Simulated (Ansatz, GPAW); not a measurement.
**Pt: programs and potentials compared**

```
Pt
1.0
     0.00000    1.96090    1.96090
     1.96090    0.00000    1.96090
     1.96090    1.96090    0.00000
Pt
1
Direct
  0.00000 0.00000 0.00000
```

Alike in all runs: task single point; functional PBE; k mesh 12 × 12 × 12; occupations gaussian, width 0.011 eV; no spin polarisation; no spin-orbit coupling. Pressure is positive in compression and, in plane waves, holds the error of the finite cutoff, which Ansatz's Pulay term estimates and takes out.

```tsv
program and potentials	plane-wave cutoff (eV)	notes	band gap (eV)	pressure (GPa)
Ansatz, Ansatz PAW	420	18 valence electrons an atom on average; Pulay term of +0.08 GPa included	no gap	10.20
GPAW, GPAW PAW data sets (gpaw-data 1.2.1)	600	16 valence electrons an atom on average	no gap	9.71
Ansatz, all-electron LAPW, scalar-relativistic	-	-	?	?
```

**Question.** Estimate from the other rows what the run with Ansatz, all-electron LAPW, scalar-relativistic gave.

**Answer.** No band gap; pressure 10.15 GPa. The other rows, which needn't bracket it: pressure 9.71 to 10.20.
